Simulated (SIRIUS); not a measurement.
# CoO under changes of volume

One of the cells (9.770 Å³/atom); the others are scaled copies at fixed shape and fractional positions:

```
Co O
1.0
     1.51544    0.87494    2.45609
    -1.51544    0.87494    2.45609
     0.00000   -1.74988    2.45609
Co O
1 1
Direct
  0.00000 0.00000 0.00000
  0.50000 0.50000 0.50000
```

The cell is a database's computed one.

```yaml
Program: SIRIUS 7.12.0
Functional: PBE
Potentials_or_basis: all-electron FP-LAPW
Cutoff: 298 eV
Basis: apw+lo standard
k_mesh: 11 × 11 × 11
Occupations: fermi-dirac, width 0.05 eV
Spin: collinear spin, ferromagnetic start
Starting_moments: "[2.0, 0.0] μB"
```

```csv
volume (Å³/atom),energy over the lowest point (meV/atom),moment (μB per cell)
9.003,?,?
9.195,5.99,2.76
9.387,0.00,2.82
9.770,1.18,2.91
9.961,7.46,2.95
10.153,17.02,2.97
```

What does the run at 9.003 Å³/atom give?

Energy over the lowest point 16.80 meV/atom; moment 2.62 μB per cell.

Worked out: A Birch-Murnaghan fit of order 3 (a polynomial in V^(-2/3)) to the other rows has its minimum at 9.55 Å³/atom with B0 = V·E''(V) = 173 GPa and B' = 4.4 at fixed shape and positions, which overstates the stiffness. It gives 17.08 meV/atom at 9.003 Å³/atom, against the run's 16.80. A parabola through the other rows of the moment, of slope 0.378 μB per Å³/atom there, extrapolates to 2.69 μB, against the run's 2.62.

Energies are extrapolated to zero smearing.

Caveats: a cell with one magnetic atom can't hold antiferromagnetic order, which such compounds often take.
